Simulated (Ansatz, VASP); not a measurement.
# One calculation of Ir, two programs

```
CELL_PARAMETERS angstrom
2.75138 0.00000 0.00000
-1.37569 2.38276 0.00000
0.00000 0.00000 4.46229
ATOMIC_POSITIONS crystal
Ir 0.66667 0.33333 0.75000
Ir 0.33333 0.66667 0.25000
```

Alike in both runs: task single point; functional r2SCAN; k mesh 14 × 14 × 8; occupations fermi-dirac, width 0.08 eV; collinear spin.

|  | VASP | Ansatz |
| --- | --- | --- |
| version | VASP 6.6.1 | Ansatz 0.2.0 |
| potentials or method | VASP PAW PBE potentials, release 64 (Ir) | PAW with Ansatz's default frozen-core files, scalar-relativistic |
| plane-wave cutoff (eV) | 520 | 500 |
| valence electrons in the cell | 18 | 34 |

|  | VASP | Ansatz | Ansatz less VASP |
| --- | --- | --- | --- |
| pressure (GPa) | -6.4 | -8.6 | -2.18 |
| largest component of the traceless stress (GPa) | 0.37 | 0.48 | +0.110 |
| net moment per atom (μB) | 0.00 | 0.00 | 0.000 |

With one functional, cell and mesh, what is left measures potentials, basis and numerics. The two sets of potentials don't hold the same shells in valence. Ansatz warned: «seeded_moment_not_kept».

Caveats: the PAW data sets were made with another functional, which shifts forces and pressure a little (VASP). Spin-orbit coupling is left out, which matters for the levels of Ir.
